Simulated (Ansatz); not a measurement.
# Au(100) / 3 layers Ir(100) / Au(100): resistance against film thickness

Wanted: interface resistance and thickness dependence for Au(100) / 3 layers Ir(100) / Au(100).

Method: Ansatz plane-wave DFT, PBE, PAW files; ballistic transport by layer matching (Landauer), zero bias, in Ansatz 0.2.0.

Report form: the programs' logs are mostly left out.

**1. Set-up**

The cell holds 11 atoms: 8 Au and 3 Ir. Cell: a = 2.884 Å, b = 2.884 Å, c = 21.514 Å, α = 86.2°, β = 86.2°, γ = 90.0°. It derives from Au and Ir. Regions: lead, 8 atoms (8 Au); films, 3 atoms (3 Ir). The structure is stacked along c, and the current runs across the ab planes.

As a file:

```cif
data_structure
_symmetry_space_group_name_H-M 'P 1'
_symmetry_Int_Tables_number 1
_cell_length_a 2.8838
_cell_length_b 2.8838
_cell_length_c 21.5141
_cell_angle_alpha 86.157
_cell_angle_beta 86.157
_cell_angle_gamma 90.000
_cell_volume 178.11
loop_
_atom_site_label
_atom_site_type_symbol
_atom_site_fract_x
_atom_site_fract_y
_atom_site_fract_z
_atom_site_occupancy
Au1 Au 0.97620 0.97620 0.04760 1
Au2 Au 0.42859 0.42859 0.14281 1
Au3 Au 0.88099 0.88099 0.23802 1
Au4 Au 0.33338 0.33338 0.33323 1
Ir5 Ir 0.78972 0.78972 0.42056 1
Ir6 Ir 0.25000 0.25000 0.50000 1
Ir7 Ir 0.71028 0.71028 0.57944 1
Au8 Au 0.16662 0.16662 0.66677 1
Au9 Au 0.61901 0.61901 0.76198 1
Au10 Au 0.07141 0.07141 0.85719 1
Au11 Au 0.52380 0.52380 0.95240 1
```

**2. With 3 layers**

The film is laid into the lead at the lead's in-plane lattice, and the cell closes on the lead's own image. The mesh across the current, 26×26, is finer than the density's, because channels open and close sharply across the zone. Energies from -1 to 1 eV in steps of 0.036 eV cover the slope of the Fermi function at 300 K, so the program can form a conductance.

Contents of input.yaml:

```yaml
crystal:
  lattice:
    - [2.8837582304, 0.0, 0.0]
    - [0.0, 2.8837582304, 0.0]
    - [1.4418791152, 1.4418791152, 21.4172701393]
  atoms:
    - { symbol: Au, position: [0.9761976551, 0.9761976551, 0.0476046897] }
    - { symbol: Au, position: [0.4285929654, 0.4285929654, 0.1428140692] }
    - { symbol: Au, position: [0.8809882757, 0.8809882757, 0.2380234487] }
    - { symbol: Au, position: [0.3333835859, 0.3333835859, 0.3332328282] }
    - { symbol: Ir, position: [0.7897208274, 0.7897208274, 0.4205583453] }
    - { symbol: Ir, position: [0.25, 0.25, 0.5] }
    - { symbol: Ir, position: [0.7102791726, 0.7102791726, 0.5794416547] }
    - { symbol: Au, position: [0.1666164141, 0.1666164141, 0.6667671718] }
    - { symbol: Au, position: [0.6190117243, 0.6190117243, 0.7619765513] }
    - { symbol: Au, position: [0.0714070346, 0.0714070346, 0.8571859308] }
    - { symbol: Au, position: [0.5238023449, 0.5238023449, 0.9523953103] }
kpoints:
  mp_grid: { grid: [13, 13, 2] }
hamiltonian:
  xc: pbe
scf:
  occupations: { method: fermi_dirac, width: 0.1 }
output:
  transmission: { leads: [[0, 1]], kmesh: [26, 26], e_range: [-1.0, 1.0], de: 0.036 }
  write_potential: true
  write_density: true
  volumetric_format: npy
  elf: true
```

Started as:

```
ansatz run input.yaml --threads 4 --pin off --max-ram 8192MiB --backend cpu --events-out ev --progress --plain --runs-dir out
```

Run time: 4.2 min. Hardware: 4 threads of Arm Neoverse V2, shared host; peak memory 1.6 GiB.

This step gave:

- free energy: -140999.1868 eV
- energy at zero smearing: -140999.1020 eV
- Fermi energy: 21.92 eV
- cell area: 8.316 Å²
- step of the lead's potential: 15.3 meV
- ballistic conductance of the lead: 8.81e14 S/m²
- estimated errors of the lead's conductance: 0, 5.1, 0.3 % (band edges, k-mesh, distance from neutral)
- lead conductance per cell: 0.9458 G₀
- conductance of the junction: 6.01e14 S/m²
- junction conductance per cell: 0.6452 G₀
- estimated errors of the junction's conductance: 0.4, 0, 7.4, 5.9, 0.7 % (energy step, band edges, k-mesh, leads' steps, distance from neutral)
- area resistance that the stack adds (contact term taken off, spin by spin): 0.5287 fΩ m²

Per spin. Transmission, zone mean against energy, zero at the Fermi level:

```
energy (eV)  transmission, zone mean
     -1.000                    0.464
     -0.892                    0.476
     -0.820                    0.492
     -0.784                    0.526
     -0.712                    0.503
     -0.640                    0.506
     -0.532                    0.546
     -0.496                    0.554
     -0.424                    0.531
     -0.352                    0.513
     -0.244                    0.581
     -0.136                    0.632
     -0.064                    0.635
      0.008                    0.652
      0.044                    0.663
      0.116                    0.649
      0.224                    0.631
      0.332                    0.590
      0.404                    0.533
      0.512                    0.507
      0.620                    0.477
      0.692                    0.510
      0.800                    0.595
      0.872                    0.640
      0.980                    0.732
```

Per spin. Table of open channels, zone mean, lead by energy, zero at the Fermi level:

energy (eV), open channels, zone mean, lead and a bar from the least value:
```
   -1.000       0.82 
   -0.928       0.84 ###
   -0.856       0.84 ##
   -0.784       0.85 ####
   -0.712       0.86 #####
   -0.676       0.87 #######
   -0.604       0.88 #########
   -0.532       0.90 ###########
   -0.460       0.90 ###########
   -0.388       0.91 #############
   -0.316       0.91 ############
   -0.244       0.89 ##########
   -0.172       0.92 #############
   -0.100       0.93 ###############
   -0.028       0.94 ################
    0.008       0.94 ################
    0.080       0.97 ####################
    0.152       0.97 ####################
    0.224       0.98 #####################
    0.296       1.01 #########################
    0.368       0.97 ####################
    0.440       0.98 ######################
    0.512       0.98 #####################
    0.584       0.99 #######################
    0.656       1.00 ########################
    0.692       1.01 ##########################
    0.764       1.01 ##########################
    0.836       1.01 ##########################
    0.908       1.04 ##############################
    0.980       1.04 ##############################
```

Transmission over k1 and k2. At 0.0080 eV from the Fermi level.

Values, 12 rows by 16 columns, each cell a mean:
```
0.01 0.35 0.69 0.81 0.58 0.59 0.65 0.38 0.69 0.31 0.76 0.55 0.65 0.88 0.52 0.19
0.25 0.75 0.88 0.94 0.77 0.94 0.51 0.44 0.61 0.36 0.76 0.85 0.83 0.97 0.81 0.70
0.22 0.76 0.84 0.98 1.00 1.00 0.63 0.81 0.89 0.68 0.78 1.00 1.00 0.91 0.85 0.66
0.19 0.66 0.86 0.98 1.00 0.99 0.74 0.65 0.99 0.43 0.96 1.00 1.00 0.92 0.84 0.51
0.35 0.53 0.43 0.65 0.62 0.61 0.46 0.36 0.66 0.24 0.60 0.62 0.63 0.56 0.47 0.53
0.22 0.65 0.54 0.78 0.94 0.91 0.71 0.60 0.92 0.42 0.89 0.92 0.93 0.59 0.63 0.61
0.14 0.38 0.33 0.76 0.68 0.55 0.39 0.33 0.60 0.21 0.51 0.59 0.73 0.57 0.39 0.35
0.39 0.76 0.79 0.77 0.89 0.98 0.75 0.59 0.98 0.38 0.97 0.95 0.85 0.76 0.79 0.70
0.16 0.65 0.77 0.98 1.00 1.00 0.70 0.73 0.98 0.53 0.89 1.00 1.00 0.86 0.79 0.51
0.29 0.87 0.94 0.98 0.88 0.98 0.56 0.67 0.69 0.60 0.73 0.93 0.92 0.97 0.93 0.81
0.12 0.60 0.78 0.90 0.76 0.85 0.57 0.42 0.69 0.32 0.79 0.78 0.81 0.95 0.65 0.47
0.00 0.08 0.34 0.40 0.25 0.28 0.50 0.18 0.36 0.19 0.51 0.24 0.29 0.45 0.22 0.03
```
Columns: k1 (b1) from -0.5 to 0.462; rows upwards: k2 (b2) from -0.5 to 0.462.

Open channels over k1 and k2. At 0.0080 eV from the Fermi level.

Ten even steps from '_' (0.00) to '@' (2.00):
```
______++++++++++++++++++++++++++++++++++++++++++____
____++++++++++++++++++++++++++++++++++++++++++++++__
__++++++++++++++++++++++++++++++++++++++++++++++++++
__++++++++++++++++++++++++++++++++++++++++++++++++++
__++++++++++++++++++++++++++++++++++++++++++++++++++
__++++++++++++++++++++++++++++++++++++++++++++++++++
__++++++++++++++++++++++++++++++++++++++++++++++++++
@@++++++++++++++++++++++++++++++++++++++++++++++++++
@@++++++++++++++++++++++++++++++++++++++++++++++++++
@@++++++++++++++++++++++++++++++++++++++++++++++++++
__++++++++++++++++++++++++++++++++++++++++++++++++++
__++++++++++++++++++++++++++++++++++++++++++++++++++
__++++++++++++++++++++++++++++++++++++++++++++++++++
__++++++++++++++++++++++++++++++++++++++++++++++++++
__++++++++++++++++++++++++++++++++++++++++++++++++++
@@++++++++++++++++++++++++++++++++++++++++++++++++++
@@++++++++++++++++++++++++++++++++++++++++++++++++++
@@++++++++++++++++++++++++++++++++++++++++++++++++++
__++++++++++++++++++++++++++++++++++++++++++++++++++
__++++++++++++++++++++++++++++++++++++++++++++++++++
__++++++++++++++++++++++++++++++++++++++++++++++++++
__++++++++++++++++++++++++++++++++++++++++++++++++++
__++++++++++++++++++++++++++++++++++++++++++++++++++
____++++++++++++++++++++++++++++++++++++++++++++++__
______++++++++++++++++++++++++++++++++++++++++++____
________________@@@@@@__________@@@@@@______________
```
Columns: k1 (b1) from -0.5 to 0.462; rows upwards: k2 (b2) from -0.5 to 0.462.

Electrostatic potential energy in the ca plane at fractional y = 0.071, with atoms of Au within 0.2 Å of it. With pseudopotentials it is smooth inside the atoms' cores, unlike the true potential.

Ten even steps from '0' (-28 eV) to '9' (24 eV), each cell a mean:
```
71001699999841026999999755789888998999744689
85213799999952127999999744689999987899988999
98768999999986468999999865789999987899999999
99999999889999899986689988887668998999888999
99999998889999999974368999984114899998533699
97668999889999999974358999972002799996100279
73113899999987689986679999983002799996000169
61001699999962248999899888887435899997200279
```
Columns run along c (16.0 Å, from fractional 0.01 to 0.75 of the cell; values clipped at the 3rd and 97th percentile), rows up along a (2.9 Å).

Valence density in the ca plane at fractional y = 0.071, with atoms of Au within 0.2 Å of it. It is the smooth field of the valence electrons, not physical close to the nuclei.

Ten even steps from '0' (0 e/Å³) to '9' (10 e/Å³), each cell a mean:
```
04894100000014530000000011000000000000011000
01342000000013420000000011000000000000000000
00000000000001110000000001000000000000000000
00000000000000000000000000000000000000000000
00000000000000000001210000001221000000122100
00110000000000000001210000002442000000476300
02442000000000000000100000001342000001599400
04994100000012310000000000000110000000366300
```
Columns run along c (16.0 Å, from fractional 0.01 to 0.75 of the cell), rows up along a (2.9 Å).

ELF in the ca plane at fractional y = 0.071, with atoms of Au within 0.2 Å of it. It is the smooth field of the valence electrons, not physical close to the nuclei.

Ten even steps from '0' (0.14) to '9' (0.66), each cell a mean:
```
47997410000257874100112245333222322222355421
25776310000247763100111255322223222222122111
12343111111124542111222244333223222222111111
11111112221112221124432222343333322222232111
11111112332111111135642112334884331112466411
13443111221111111135642111226997321014788631
36776211111124431124432112335996321014799741
47997410000246753112222222343563331113688631
```
Columns run along c (16.0 Å, from fractional 0.01 to 0.75 of the cell), rows up along a (2.9 Å).

The lead's potential steps by 15 meV from period to period, small in itself. The program estimates the junction's conductance to 7.4 % from the k-mesh, 0.7 % from the leads' distance from neutral and 5.9 % from their steps.

By hand: 1/G − 1/G_lead = 1/0.6012 − 1/0.8812 = 0.529 fΩ m² with G in 10¹⁵ S/m².

**3. With 5 layers, k-mesh 13×13×1, film layers 5**

The stack now holds 5 film layers; the k-mesh follows the cell, and the energies span -0.27 to 0.27 eV.

System of this step: Au(100) / 5 layers Ir(100) / Au(100). The cell holds 13 atoms: 8 Au and 5 Ir. Cell: a = 2.884 Å, b = 2.884 Å, c = 24.904 Å, α = 86.7°, β = 86.7°, γ = 90.0°. It derives from Au and Ir. Regions: lead, 8 atoms (8 Au); films, 5 atoms (5 Ir). The structure is stacked along c, and the current runs across the ab planes.

Contents of input.yaml:

```yaml
crystal:
  lattice:
    - [2.8837582304, 0.0, 0.0]
    - [0.0, 2.8837582304, 0.0]
    - [1.4418791152, 1.4418791152, 24.8201168988]
  atoms:
    - { symbol: Au, position: [0.979460965, 0.979460965, 0.04107807] }
    - { symbol: Au, position: [0.438382895, 0.438382895, 0.1232342101] }
    - { symbol: Au, position: [0.8973048249, 0.8973048249, 0.2053903501] }
    - { symbol: Au, position: [0.3562267549, 0.3562267549, 0.2875464902] }
    - { symbol: Ir, position: [0.8185501759, 0.8185501759, 0.3628996482] }
    - { symbol: Ir, position: [0.284275088, 0.284275088, 0.4314498241] }
    - { symbol: Ir, position: [0.75, 0.75, 0.5] }
    - { symbol: Ir, position: [0.215724912, 0.215724912, 0.5685501759] }
    - { symbol: Ir, position: [0.6814498241, 0.6814498241, 0.6371003518] }
    - { symbol: Au, position: [0.1437732451, 0.1437732451, 0.7124535098] }
    - { symbol: Au, position: [0.6026951751, 0.6026951751, 0.7946096499] }
    - { symbol: Au, position: [0.061617105, 0.061617105, 0.8767657899] }
    - { symbol: Au, position: [0.520539035, 0.520539035, 0.95892193] }
kpoints:
  mp_grid: { grid: [13, 13, 1] }
hamiltonian:
  xc: pbe
scf:
  occupations: { method: fermi_dirac, width: 0.1 }
output:
  transmission:
    leads: [[0, 1]]
    kmesh: [26, 26]
    e_range: [-0.27, 0.27]
    de: 0.036
  write_potential: true
  write_density: true
  volumetric_format: npy
```

The job ended after 2.1 min (4 threads; peak memory 1.4 GiB; 7.8 min of CPU time).

This step gave:

```yaml
free_energy: -164869.0842 eV
energy_at_zero_smearing: -164868.9383 eV
fermi_energy: 22.47 eV
step_of_the_lead_s_potential: 10.1 meV
ballistic_conductance_of_the_lead: 8.83e14 S/m²
estimated_errors_of_the_lead_s_conductance: 0, 5, 0.4 % (band edges, k-mesh, distance from neutral)
lead_conductance_per_cell: 0.9473 G₀
conductance_of_the_junction: 5.37e14 S/m²
junction_conductance_per_cell: 0.5768 G₀
estimated_errors_of_the_junction_s_conductance: 0.1, 0, 11.2, 6.6, 0.9 % (energy step, band edges, k-mesh, leads' steps, distance from neutral)
area_resistance_that_the_stack_adds_contact_term_taken_off_spin_by_spin: 0.7276 fΩ m²
```

Per spin. Table of transmission, zone mean by energy, zero at the Fermi level:

```
energy (eV)  transmission, zone mean
     -0.270                    0.458
     -0.234                    0.492
     -0.198                    0.523
     -0.162                    0.536
     -0.126                    0.555
     -0.090                    0.547
     -0.054                    0.568
     -0.018                    0.575
      0.018                    0.580
      0.054                    0.588
      0.090                    0.608
      0.126                    0.607
      0.162                    0.586
      0.198                    0.603
      0.234                    0.593
      0.270                    0.565
```

The conductance of the junction is 5.4e14 S/m², 11 % under the 6.0e14 S/m² of the last finished run, within the error estimates, leads' steps apart, of 7.4 and 11 %.

**4. With 6 layers, k-mesh 13×13×1, film layers 6**

The stack now holds 6 film layers; the k-mesh follows the cell, and the energies span -0.27 to 0.27 eV.

System of this step: Au(100) / 6 layers Ir(100) / Au(100). The cell holds 14 atoms: 8 Au and 6 Ir. Its edges and angles: a = 2.884 Å, b = 2.884 Å, c = 26.522 Å, α = 90.0°, β = 90.0°, γ = 90.0°. It derives from Au and Ir. Regions: lead, 8 atoms (8 Au); films, 6 atoms (6 Ir). The structure is stacked along c, and the current runs across the ab planes.

input.yaml, the sections that differ from step 3:

```yaml
crystal:
  lattice:
    - [2.8837582304, 0.0, 0.0]
    - [0.0, 2.8837582304, 0.0]
    - [0.0, 0.0, 26.5215402785]
  atoms:
    - { symbol: Au, position: [0.0, 0.0, 0.0384428087] }
    - { symbol: Au, position: [0.5, 0.5, 0.1153284262] }
    - { symbol: Au, position: [0.0, 0.0, 0.1922140436] }
    - { symbol: Au, position: [0.5, 0.5, 0.2690996611] }
    - { symbol: Ir, position: [0.0, 0.0, 0.3396187248] }
    - { symbol: Ir, position: [0.5, 0.5, 0.4037712349] }
    - { symbol: Ir, position: [0.0, 0.0, 0.467923745] }
    - { symbol: Ir, position: [0.5, 0.5, 0.532076255] }
    - { symbol: Ir, position: [0.0, 0.0, 0.5962287651] }
    - { symbol: Ir, position: [0.5, 0.5, 0.6603812752] }
    - { symbol: Au, position: [0.0, 0.0, 0.7309003389] }
    - { symbol: Au, position: [0.5, 0.5, 0.8077859564] }
    - { symbol: Au, position: [0.0, 0.0, 0.8846715738] }
    - { symbol: Au, position: [0.5, 0.5, 0.9615571913] }
# kpoints, hamiltonian, scf, output: as in step 3
```

Wall time 74 s (4 threads); peak memory 1.3 GiB; 4.6 min of CPU time.

This step gave:

- free energy: -176804.1280 eV
- energy at zero smearing: -176803.9774 eV
- Fermi energy: 22.68 eV
- step of the lead's potential: 9.8 meV
- estimated errors of the lead's conductance: 0, 5, 0.5 % (band edges, k-mesh, distance from neutral)
- lead conductance per cell: 0.9478 G₀
- conductance of the junction: 4.55e14 S/m²
- junction conductance per cell: 0.4886 G₀
- estimated errors of the junction's conductance: 0.7, 0, 9.8, 9.6, 1.9 % (energy step, band edges, k-mesh, leads' steps, distance from neutral)
- area resistance that the stack adds (contact term taken off, spin by spin): 1.064 fΩ m²

Per spin. The transmission, zone mean by energy, zero at the Fermi level:

```
energy (eV)  transmission, zone mean
     -0.270                    0.464
     -0.234                    0.462
     -0.198                    0.535
     -0.162                    0.540
     -0.126                    0.505
     -0.090                    0.479
     -0.054                    0.475
     -0.018                    0.449
      0.018                    0.499
      0.054                    0.525
      0.090                    0.569
      0.126                    0.566
      0.162                    0.565
      0.198                    0.577
      0.234                    0.606
      0.270                    0.598
```

The conductance of the junction is 4.6e14 S/m², 15 % under the 5.4e14 S/m² of the last finished run, no more than the error estimates, leads' steps apart, of 11 and 9.8 % together.

**5. With 8 layers, k-mesh 13×13×1, film layers 8**

The stack now holds 8 film layers; the k-mesh follows the cell, and the energies span -0.27 to 0.27 eV.

System of this step: Au(100) / 8 layers Ir(100) / Au(100). The cell holds 16 atoms: 8 Au and 8 Ir. Its edges and angles: a = 2.884 Å, b = 2.884 Å, c = 29.924 Å, α = 90.0°, β = 90.0°, γ = 90.0°. It derives from Au and Ir. Regions: lead, 8 atoms (8 Au); films, 8 atoms (8 Ir). The structure is stacked along c, and the current runs across the ab planes.

input.yaml, the sections that differ from step 4:

```yaml
crystal:
  lattice:
    - [2.8837582304, 0.0, 0.0]
    - [0.0, 2.8837582304, 0.0]
    - [0.0, 0.0, 29.924387038]
  atoms:
    - { symbol: Au, position: [0.0, 0.0, 0.034071291] }
    - { symbol: Au, position: [0.5, 0.5, 0.1022138731] }
    - { symbol: Au, position: [0.0, 0.0, 0.1703564552] }
    - { symbol: Au, position: [0.5, 0.5, 0.2384990373] }
    - { symbol: Ir, position: [0.0, 0.0, 0.3009990373] }
    - { symbol: Ir, position: [0.5, 0.5, 0.3578564552] }
    - { symbol: Ir, position: [0.0, 0.0, 0.4147138731] }
    - { symbol: Ir, position: [0.5, 0.5, 0.471571291] }
    - { symbol: Ir, position: [0.0, 0.0, 0.528428709] }
    - { symbol: Ir, position: [0.5, 0.5, 0.5852861269] }
    - { symbol: Ir, position: [0.0, 0.0, 0.6421435448] }
    - { symbol: Ir, position: [0.5, 0.5, 0.6990009627] }
    - { symbol: Au, position: [0.0, 0.0, 0.7615009627] }
    - { symbol: Au, position: [0.5, 0.5, 0.8296435448] }
    - { symbol: Au, position: [0.0, 0.0, 0.8977861269] }
    - { symbol: Au, position: [0.5, 0.5, 0.965928709] }
# kpoints, hamiltonian, scf, output: as in step 4
```

Run time: 92 s. Hardware: 4 threads; peak memory 1.5 GiB.

Numbers from this step:

```
free energy                                                                : -200674.1148 eV
energy at zero smearing                                                    : -200673.9037 eV
Fermi energy                                                               : 23.02 eV
step of the lead's potential                                               : 10.6 meV
ballistic conductance of the lead                                          : 8.81e14 S/m²
estimated errors of the lead's conductance                                 : 0, 5.1, 0.3 % (band edges, k-mesh, distance from neutral)
lead conductance per cell                                                  : 0.9458 G₀
conductance of the junction                                                : 4.62e14 S/m²
junction conductance per cell                                              : 0.4955 G₀
estimated errors of the junction's conductance                             : 0, 0, 13.9, 10.2, 1 % (energy step, band edges, k-mesh, leads' steps, distance from neutral)
area resistance that the stack adds (contact term taken off, spin by spin) : 1.031 fΩ m²
```

Per spin. Table of transmission, zone mean by energy, zero at the Fermi level:

```
energy (eV)  transmission, zone mean
     -0.270                    0.455
     -0.234                    0.453
     -0.198                    0.435
     -0.162                    0.476
     -0.126                    0.484
     -0.090                    0.489
     -0.054                    0.490
     -0.018                    0.489
      0.018                    0.500
      0.054                    0.515
      0.090                    0.516
      0.126                    0.541
      0.162                    0.538
      0.198                    0.545
      0.234                    0.553
      0.270                    0.568
```

The conductance of the junction is 4.6e14 S/m², 1.4 % over the 4.6e14 S/m² of the last finished run, within the error estimates, leads' steps apart, of 9.8 and 14 %.

(Continued in part 2 of 2.)

[Logs are printed without paths, hosts, clocks, repeated set-up lines and the standing remarks that a program may print on its own settings, such as how far it seeks lower states.]

[Hosts, paths, dates, database ids (printed as entryN), source tags and the programs' standing remarks are cut or masked in the printed files.]
